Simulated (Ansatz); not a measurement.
# Si2Mo (I4/mmm) in Ansatz: reference runs

Aim: a first look at Si2Mo with PBE, on the cell as given and on a disturbed one.

All numbers are computed with Ansatz 0.2.0; they aren't measurements. Logs are shortened: lines on timing, memory, paths and dates and some standing lists are left out, and cuts for length are marked.

### Step 1. The structure

It takes space group I4/mmm (No. 139, tetragonal). Conventional cell: a = 3.200 Å, b = 3.200 Å, c = 7.861 Å, α = 90.00°, β = 90.00°, γ = 90.00°. Mo (site symmetry 4/mmm) has 10 Si at 2.62 Å as nearest neighbours. Around Si (site symmetry 4mm) lie 5 Si at 2.61 to 2.63 Å and 5 Mo at 2.62 Å.

### Step 2. Single point, PBE

Contents of input.yaml:

```yaml
crystal:
  lattice:
    - [-1.6, 1.6, 3.9305]
    - [1.6, -1.6, 3.9305]
    - [1.6, 1.6, -3.9305]
  atoms:
    - { symbol: Mo, position: [0.0, 0.0, 0.0] }
    - { symbol: Si, position: [0.667, 0.667, 0.0] }
    - { symbol: Si, position: [0.333, 0.333, 0.0] }
kpoints:
  mp_grid: { grid: [12, 12, 12] }
scf:
  occupations: { method: fermi_dirac, width: 0.05 }
hamiltonian:
  xc: pbe
  pseudopotentials: { kind: all_electron, lapw: { basis_error: 0.001 } }
output:
  forces: true
  stress: true
  eigenvalues: true
  populations: true
```

Potentials or basis: all-electron LAPW, scalar-relativistic.

The run is started by

```console
ansatz run input.yaml --threads 2 --pin off --max-ram 5120MiB --backend cpu --events-out ev --progress --plain --runs-dir out
```

What it wrote:

```text
Warning: RAYON_NUM_THREADS=2 ignored (pool sized by the plan → 2); use --threads N
Mo: projections on atomic orbitals take those of the free atom 1s2 2s2 2p6 3s2 3p6 3d10 4s2 4p6 4d5 5s1, of charge +0.00 (hamiltonian.pseudopotentials.projection_atoms)
Si: projections on atomic orbitals take those of the free atom 1s2 2s2 2p6 3s2 3p2, of charge +0.00 (hamiltonian.pseudopotentials.projection_atoms)
LAPW: plane waves up to 7.651 Å⁻¹, error target 1.0e-3 eV per atom; small_component_spin mean_spin; Si in spheres of 1.170 Å, 12 of its electrons in bands, Dirac shells []; Mo in spheres of 1.446 Å, 24 of its electrons in bands, Dirac shells [] (how accurate: hamiltonian.pseudopotentials.lapw.basis_error, Limitations)
Engine: ansatz 0.2.0, x86_64-unknown-linux-gnu
Pseudopotentials: kind: all_electron
Pseudopotential: Mo, LAPW, valence charge 24, lapw/all_electron/scalar/gaussian/Mo, Koelling and Harmon's equation, gaussian nucleus
Pseudopotential: Si, LAPW, valence charge 12, lapw/all_electron/scalar/gaussian/Si, Koelling and Harmon's equation, gaussian nucleus
Functional definition: PBE
  parameter kappa = 0.804
  parameter beta = 0.06672455060314922
  exchange = pbe_x(kappa = kappa, mu = beta*pi^2/3)
  correlation = pbe_c(beta = beta)
Crystal: 3 atoms, lattice volume = 40.248 Å³
Basis set: ecut = 223.01625938359453 eV, 309 PW (Γ), FFT grids on a1+a3, a2+a3, a3, exchange–correlation at level 2
Bands: 29, of which v1, the nominal top of the filled ones, is band 24 counted from 1 (23 counted from 0)
Symmetry: 16 space group operations
Space group: I4/mmm (ITA 139), of the structure as read, at distance tolerance 3.4e-5 Å
k-points: 163 of 1728
Non-local potential: Mo, projectors of the file, none
Non-local potential: Si, projectors of the file, none
Initial density: superposition of atomic densities (chi_scale 0.1, normalization cell, long waves kept (reshape's long-wave potential 0.00 eV rms))
Initial wavefunctions: plane waves of lowest kinetic energy (no species holds an atomic orbital)
Functional: x = pbe(κ = 0.804, μ = 0.2195149727645171), c = pbe(β = 0.06672455060314922)
iter 1 solved again at ethr=1.79e-3 eV; its pass at ethr=1.00e-1 eV (dr2=8.59e-1 eV) is discarded
SCF iter   1: F=—  HF=-125964.693935 eV  |F-HF|=—  |Δ(HF+E_count)|=         —  Δρ=4.26e-2  dr2=8.61e-1  ethr=1.79e-3  ⟨swp⟩=2.0  Hψ=31389  notcnv=0
preconditioner: auto → Kerker (q_TF=auto, 2.810 Å⁻¹)  [metal: Δε(μ)=0.072 eV  Ē_g=8.536 eV  σ=0.050 eV  W_gap=0.32  n_scr=14 (ndim 8)  ℏωp=21.9 eV  f_vac=0.000  D(μ)=0.33/eV (n_scr^D=0)]
SCF iter   2: F=—  HF=-125964.137081 eV  |F-HF|=—  |Δ(HF+E_count)|=   5.57e-1  Δρ=2.88e-2  dr2=6.52e-1  ethr=1.79e-3  ⟨swp⟩=3.0  Hψ=14932  notcnv=0
iter 3 solved again at ethr=1.36e-4 eV; its pass at ethr=1.36e-3 eV (dr2=6.50e-2 eV) is discarded
SCF iter   3: F=—  HF=-125963.879813 eV  |F-HF|=—  |Δ(HF+E_count)|=   2.57e-1  Δρ=1.41e-2  dr2=6.49e-2  ethr=1.36e-4  ⟨swp⟩=2.0  Hψ=22955  notcnv=0
SCF iter   4: F=—  HF=-125963.860223 eV  |F-HF|=—  |Δ(HF+E_count)|=         —  Δρ=3.90e-3  dr2=1.09e-2  ethr=1.35e-4  ⟨swp⟩=2.0  Hψ=13536  notcnv=0
the basis was enlarged: its passes take 442.6 KiB over the memory plan, 2 of 2 planned eigensolver slots
SCF iter   5: F=—  HF=-125963.859722 eV  |F-HF|=—  |Δ(HF+E_count)|=   5.00e-4  Δρ=2.08e-3  dr2=2.86e-3  ethr=2.26e-5  ⟨swp⟩=2.1  Hψ=13464  notcnv=0
SCF iter   6: F=—  HF=-125963.858219 eV  |F-HF|=—  |Δ(HF+E_count)|=   1.50e-3  Δρ=1.06e-3  dr2=7.79e-4  ethr=5.96e-6  ⟨swp⟩=2.0  Hψ=13362  notcnv=0
SCF iter   7: F=—  HF=-125963.857710 eV  |F-HF|=—  |Δ(HF+E_count)|=   5.09e-4  Δρ=2.62e-4  dr2=4.83e-5  ethr=1.62e-6  ⟨swp⟩=2.0  Hψ=13358  notcnv=0
SCF iter   8: F=—  HF=-125963.857682 eV  |F-HF|=—  |Δ(HF+E_count)|=   2.72e-5  Δρ=3.98e-5  dr2=1.12e-6  ethr=1.01e-7  ⟨swp⟩=2.0  Hψ=13356  notcnv=0
SCF iter   9: F=—  HF=-125963.857682 eV  |F-HF|=—  |Δ(HF+E_count)|=   7.20e-8  Δρ=1.73e-5  dr2=2.82e-7  ethr=2.33e-9  ⟨swp⟩=2.0  Hψ=13354  notcnv=0
SCF iter  10: F=-125963.857682 eV  HF=-125963.857682 eV  |F-HF|=1.96e-8  |Δ(HF+E_count)|=   7.06e-8  Δρ=3.65e-6  dr2=1.11e-8  ethr=5.88e-10  ⟨swp⟩=2.0  Hψ=13354  notcnv=0
SCF 1 converged in 10 iterations: F = -125963.857682 eV  dr2 = 1.11e-8
SCF converged after 10 iterations
Free energy (F): -125963.857682 eV
Harris-Foulkes:  -125963.857682 eV  (|F-HF|=1.96e-8)
Internal energy: -125963.855432 eV  (E = F + TS)
E sigma→0 (E₀):  -125963.856557 eV
Entropy (-TS):   -0.002250 eV (-0.750 meV/atom)
Fermi energy:    18.126922 eV
--- Per-component energies (eV) ---
  E_band       = -3326.081968
  E_kinetic    = 130008.621951
  E_xc         = -4512.121973
  E_electrostatic = -251460.355410  (all electrons and nuclei)
  E_smearing   = -0.002250  (= −TS)
  E_closure    = 0.000000  (closes the sum)
  E_atoms      = -125940.636991  (free atoms, spherical and without spin; not in F)
  Σ components = -125963.857682   (vs F -125963.857682, Δ=0.00e0)
  Basis errors (estimates in eV, not in F): energy 3.2e-4 per atom: plane waves 2.8e-4 (1.5e-4 summed), levels above the bands 2.5e-46, relativity 2.7e-8, radial functions 4.4e-5, core shells 8.9e-7; eigenvalues (radial functions only) 1.8e-6; not estimated: angular momenta, meshes, grids; target (lapw.basis_error) 1.0e-3; muffin-tin radii Si 1.170 Å, Mo 1.446 Å
--- Forces (eV/Å), atoms counted from 1 ---
  atom   1  Mo     0.00000000    -0.00000000     0.00000000
  atom   2  Si     0.00000000    -0.00000000    -0.27854442
  atom   3  Si    -0.00000000     0.00000000     0.27854442
  max |Σ_I F_I| component: 8.67e-19 eV/Å
--- Stress (GPa, compression-positive) ---
        2.656341       0.000000       0.000000
        0.000000       2.656341      -0.000000
        0.000000      -0.000000       1.491329
  P = ⅓ Tr σ = 2.2680 GPa (22.680 kbar)
--- Band table (eV; the first three rows and the last of 163) ---
  k-point 0: bands = ["-199.2585", "-199.2405", "-199.2298", "-199.2228", "-199.2228", "-116.3497", "-116.3478", "-72.4004", "-72.4004", "-72.3954", "-72.3954", "-72.3856", "-72.3788", "-42.6156", "-16.7761", "-16.6752", "-16.6752", "4.6618", "11.7819", "14.6523", "15.1040", "15.4636", "15.4636", "18.5326", "21.1969", "21.2347", "21.7566", "21.7566", "22.1824"]
  k-point 1: bands = ["-199.2585", "-199.2405", "-199.2298", "-199.2228", "-199.2228", "-116.3496", "-116.3478", "-72.4004", "-72.4000", "-72.3959", "-72.3954", "-72.3854", "-72.3788", "-42.6131", "-16.7727", "-16.6921", "-16.6897", "4.8760", "11.9722", "14.0100", "14.9373", "15.1667", "16.1554", "17.7779", "20.6386", "21.5115", "21.5854", "21.8462", "22.5841"]
  k-point 2: bands = ["-199.2585", "-199.2405", "-199.2298", "-199.2228", "-199.2228", "-116.3495", "-116.3480", "-72.4006", "-72.3991", "-72.3972", "-72.3954", "-72.3850", "-72.3790", "-42.6064", "-16.7635", "-16.7365", "-16.7292", "5.4975", "12.4353", "13.3136", "13.8788", "15.3675", "16.3286", "16.6865", "20.3505", "21.5086", "21.7980", "21.9751", "22.7898"]
  k-point 162: bands = ["-199.2585", "-199.2405", "-199.2298", "-199.2228", "-199.2228", "-116.3493", "-116.3481", "-72.4007", "-72.4007", "-72.3951", "-72.3951", "-72.3825", "-72.3818", "-42.6149", "-16.8003", "-16.6768", "-16.6768", "6.4818", "8.1233", "14.6230", "15.8370", "17.5343", "17.5343", "17.5935", "17.5935", "18.6671", "22.7360", "23.2785", "24.0243"]
--- Löwdin populations: 3 sites ---
  site symbol       q [e]
     0     Mo     42.0780
     1     Si     13.8624
     2     Si     13.8624
  spilling = 0.002818 (of n_electrons = 70.000000)
```

It took 12 s on 2 threads of AMD EPYC 9R45 (Zen 5), shared host; peak memory 0.66 GiB.

Results:

| Property | Result |
| --- | --- |
| Free energy | -125963.8577 eV |
| Pressure | 2.3 GPa |
| Largest force | 0.279 eV/Å |
| Band gap on the k mesh | none (metal or under the smearing width) |

Forces in eV/Å, atoms in the order of the input:
```
Mo   0.000  0.000  0.000
Si   0.000  0.000 -0.279
Si   0.000  0.000  0.279
```

Levels at points of the mesh, in eV from the Fermi level:
```csv
k point,band 21,band 22,band 23,band 24,band 25,band 26,band 27,band 28
"(0.00, 0.00, 0.00)",-3.02,-2.66,-2.66,0.41,3.07,3.11,3.63,3.63
"(0.00, 0.00, -0.50)",-5.28,-4.50,-3.07,-1.15,2.32,2.71,3.00,3.24
"(0.00, -0.50, 0.00)",-4.48,-2.62,-2.51,-0.52,2.26,3.02,4.02,4.25
"(-0.50, -0.50, -0.50)",-2.29,-0.59,-0.59,-0.53,-0.53,0.54,4.61,5.15
```

### Step 3. Single point, PBE (atoms moved at random, drawn with an rms of 0.05 Å)

Changes to input.yaml since step 2:

```diff
@@ -6,5 +6,5 @@
   atoms:
-    - { symbol: Mo, position: [0.0, 0.0, 0.0] }
-    - { symbol: Si, position: [0.667, 0.667, 0.0] }
-    - { symbol: Si, position: [0.333, 0.333, 0.0] }
+    - { symbol: Mo, position: [0.017662, 0.001863, 0.006641] }
+    - { symbol: Si, position: [0.677839, 0.694316, 0.025004] }
+    - { symbol: Si, position: [0.331999, 0.345811, 0.011501] }
 kpoints:
```

Potentials or basis: all-electron LAPW, scalar-relativistic.

The run is started by

```console
ansatz run input.yaml --threads 2 --pin off --max-ram 5120MiB --backend cpu --events-out ev --progress --plain --runs-dir out
```

What it wrote:

```text
Warning: RAYON_NUM_THREADS=2 ignored (pool sized by the plan → 2); use --threads N
Mo: projections on atomic orbitals take those of the free atom 1s2 2s2 2p6 3s2 3p6 3d10 4s2 4p6 4d5 5s1, of charge +0.00 (hamiltonian.pseudopotentials.projection_atoms)
Si: projections on atomic orbitals take those of the free atom 1s2 2s2 2p6 3s2 3p2, of charge +0.00 (hamiltonian.pseudopotentials.projection_atoms)
LAPW: plane waves up to 7.872 Å⁻¹, error target 1.0e-3 eV per atom; small_component_spin mean_spin; Si in spheres of 1.148 Å, 12 of its electrons in bands, Dirac shells []; Mo in spheres of 1.406 Å, 30 of its electrons in bands, Dirac shells [] (how accurate: hamiltonian.pseudopotentials.lapw.basis_error, Limitations)
[... 2 set-up lines as earlier in the session ...]
Pseudopotential: Mo, LAPW, valence charge 30, lapw/all_electron/scalar/gaussian/Mo, Koelling and Harmon's equation, gaussian nucleus
[... 6 set-up lines as earlier in the session ...]
Crystal: 3 atoms, lattice volume = 40.248 Å³
Basis set: ecut = 236.097668830228 eV, 329 PW (Γ), FFT grids on a1+a3, a2+a3, a3, exchange–correlation at level 2
Bands: 33, of which v1, the nominal top of the filled ones, is band 27 counted from 1 (26 counted from 0)
Symmetry: 1 space group operations
Space group: P1 (ITA 1), of the structure as read, at distance tolerance 3.4e-5 Å
k-points: 868 of 1728 (time reversal used)
[... 5 set-up lines as earlier in the session ...]
iter 1 solved again at ethr=2.02e-3 eV; its pass at ethr=1.00e-1 eV (dr2=1.09e0 eV) is discarded
SCF iter   1: F=—  HF=-125964.649899 eV  |F-HF|=—  |Δ(HF+E_count)|=         —  Δρ=4.70e-2  dr2=1.09e0  ethr=2.02e-3  ⟨swp⟩=2.0  Hψ=184324  notcnv=0
preconditioner: auto → Kerker (q_TF=auto, 2.865 Å⁻¹)  [metal: Δε(μ)=0.010 eV  Ē_g=9.067 eV  σ=0.050 eV  W_gap=0.05  n_scr=14 (ndim 8)  ℏωp=21.9 eV  f_vac=0.000  D(μ)=0.53/eV (n_scr^D=0)]
SCF iter   2: F=—  HF=-125964.023788 eV  |F-HF|=—  |Δ(HF+E_count)|=   6.26e-1  Δρ=2.69e-2  dr2=5.33e-1  ethr=2.02e-3  ⟨swp⟩=3.0  Hψ=84814  notcnv=0
SCF iter   3: F=—  HF=-125963.820556 eV  |F-HF|=—  |Δ(HF+E_count)|=   2.03e-1  Δρ=1.50e-2  dr2=6.85e-2  ethr=9.87e-4  ⟨swp⟩=2.0  Hψ=78124  notcnv=0
SCF iter   4: F=—  HF=-125963.801426 eV  |F-HF|=—  |Δ(HF+E_count)|=         —  Δρ=3.88e-3  dr2=8.76e-3  ethr=1.27e-4  ⟨swp⟩=2.0  Hψ=84259  notcnv=0
the basis was enlarged: its passes take 505.1 KiB over the memory plan, 2 of 2 planned eigensolver slots
SCF iter   5: F=—  HF=-125963.801710 eV  |F-HF|=—  |Δ(HF+E_count)|=   2.84e-4  Δρ=2.20e-3  dr2=3.46e-3  ethr=1.62e-5  ⟨swp⟩=2.0  Hψ=80075  notcnv=0
SCF iter   6: F=—  HF=-125963.800325 eV  |F-HF|=—  |Δ(HF+E_count)|=   1.38e-3  Δρ=1.12e-3  dr2=9.27e-4  ethr=6.40e-6  ⟨swp⟩=2.0  Hψ=80015  notcnv=0
iter 7 solved again at ethr=8.63e-8 eV; its pass at ethr=1.72e-6 eV (dr2=4.66e-5 eV) is discarded
SCF iter   7: F=—  HF=-125963.799860 eV  |F-HF|=—  |Δ(HF+E_count)|=   4.65e-4  Δρ=2.47e-4  dr2=4.66e-5  ethr=8.63e-8  ⟨swp⟩=2.0  Hψ=138280  notcnv=0
SCF iter   8: F=—  HF=-125963.799843 eV  |F-HF|=—  |Δ(HF+E_count)|=   1.63e-5  Δρ=4.24e-5  dr2=1.24e-6  ethr=8.63e-8  ⟨swp⟩=2.0  Hψ=80004  notcnv=0
SCF iter   9: F=—  HF=-125963.799843 eV  |F-HF|=—  |Δ(HF+E_count)|=   1.49e-8  Δρ=1.91e-5  dr2=2.98e-7  ethr=2.29e-9  ⟨swp⟩=2.0  Hψ=80010  notcnv=0
SCF iter  10: F=-125963.799843 eV  HF=-125963.799843 eV  |F-HF|=1.71e-8  |Δ(HF+E_count)|=   6.00e-8  Δρ=3.83e-6  dr2=1.18e-8  ethr=5.52e-10  ⟨swp⟩=2.0  Hψ=80006  notcnv=0
SCF 1 converged in 10 iterations: F = -125963.799843 eV  dr2 = 1.18e-8
SCF converged after 10 iterations
Free energy (F): -125963.799843 eV
Harris-Foulkes:  -125963.799843 eV  (|F-HF|=1.71e-8)
Internal energy: -125963.797610 eV  (E = F + TS)
E sigma→0 (E₀):  -125963.798727 eV
Entropy (-TS):   -0.002233 eV (-0.744 meV/atom)
Fermi energy:    18.147754 eV
--- Per-component energies (eV) ---
  E_band       = -5470.264497
  E_kinetic    = 130008.769743
  E_xc         = -4512.134354
  E_electrostatic = -251460.433000  (all electrons and nuclei)
  E_smearing   = -0.002233  (= −TS)
  E_closure    = 0.000000  (closes the sum)
  E_atoms      = -125940.636991  (free atoms, spherical and without spin; not in F)
  Σ components = -125963.799843   (vs F -125963.799843, Δ=0.00e0)
  Basis errors (estimates in eV, not in F): energy 3.3e-4 per atom: plane waves 2.9e-4 (1.6e-4 summed), levels above the bands 1.1e-46, relativity 2.7e-8, radial functions 4.1e-5, core shells 6.6e-8; eigenvalues (radial functions only) 1.2e-6; not estimated: angular momenta, meshes, grids; target (lapw.basis_error) 1.0e-3; muffin-tin radii Si 1.148 Å, Mo 1.406 Å
--- Forces (eV/Å), atoms counted from 1 ---
  atom   1  Mo     0.61631477    -0.27394609    -0.34934301
  atom   2  Si    -0.48683279     0.04542794    -0.53098414
  atom   3  Si    -0.12948446     0.22851909     0.88032882
  max |Σ_I F_I| component: 2.48e-6 eV/Å
--- Stress (GPa, compression-positive) ---
        2.803944      -0.305815      -0.260895
       -0.305815       2.996725       0.056320
       -0.260895       0.056320       1.757877
  P = ⅓ Tr σ = 2.5195 GPa (25.195 kbar)
--- Band table (eV; the first three rows and the last of 868) ---
  k-point 0: bands = ["-357.3638", "-357.3631", "-357.3544", "-199.2580", "-199.2453", "-199.2303", "-199.2274", "-199.2272", "-116.3662", "-116.3303", "-72.4195", "-72.4176", "-72.3942", "-72.3815", "-72.3778", "-72.3611", "-42.6157", "-16.7966", "-16.6649", "-16.6620", "4.6159", "11.8851", "14.6405", "15.1593", "15.3906", "15.4161", "18.5829", "21.0126", "21.0763", "21.9297", "21.9700", "22.2430", "23.0629"]
  k-point 1: bands = ["-357.3638", "-357.3631", "-357.3544", "-199.2580", "-199.2453", "-199.2303", "-199.2274", "-199.2272", "-116.3662", "-116.3303", "-72.4195", "-72.4175", "-72.3943", "-72.3815", "-72.3778", "-72.3611", "-42.6133", "-16.7933", "-16.6804", "-16.6775", "4.8289", "12.0752", "13.9936", "14.8610", "15.2274", "16.0840", "17.8745", "20.5441", "21.4433", "21.6045", "21.9894", "22.7058", "23.5537"]
  k-point 2: bands = ["-357.3638", "-357.3631", "-357.3544", "-199.2580", "-199.2453", "-199.2303", "-199.2274", "-199.2272", "-116.3662", "-116.3303", "-72.4196", "-72.4176", "-72.3943", "-72.3816", "-72.3778", "-72.3611", "-42.6067", "-16.7848", "-16.7233", "-16.7173", "5.4483", "12.5363", "13.2885", "13.7994", "15.4328", "16.4619", "16.5778", "20.3323", "21.5524", "21.7056", "22.0426", "22.8995", "25.1933"]
  k-point 867: bands = ["-357.3638", "-357.3631", "-357.3544", "-199.2580", "-199.2453", "-199.2303", "-199.2274", "-199.2272", "-116.3662", "-116.3303", "-72.4196", "-72.4176", "-72.3938", "-72.3817", "-72.3777", "-72.3613", "-42.6151", "-16.8213", "-16.6666", "-16.6637", "6.3538", "8.3032", "14.6518", "15.6834", "17.4348", "17.4848", "17.5860", "17.6077", "18.7517", "22.6807", "23.3540", "23.8320", "26.8356"]
--- Löwdin populations: 3 sites ---
  site symbol       q [e]
     0     Mo     42.0736
     1     Si     13.8653
     2     Si     13.8622
  spilling = 0.002842 (of n_electrons = 70.000000)
```

Wall time 1.8 min (2 threads of AMD EPYC 9R45 (Zen 5), shared host); peak memory 2.1 GiB.

What came out:

| Item | Value |
| --- | --- |
| Free energy | -125963.7998 eV |
| Pressure | 2.5 GPa |
| Largest force | 0.919 eV/Å |
| Band gap on the k mesh | none (metal or under the smearing width) |

Forces on the atoms (eV/Å):
```
Mo   0.616 -0.274 -0.349
Si  -0.487  0.045 -0.531
Si  -0.129  0.229  0.880
```
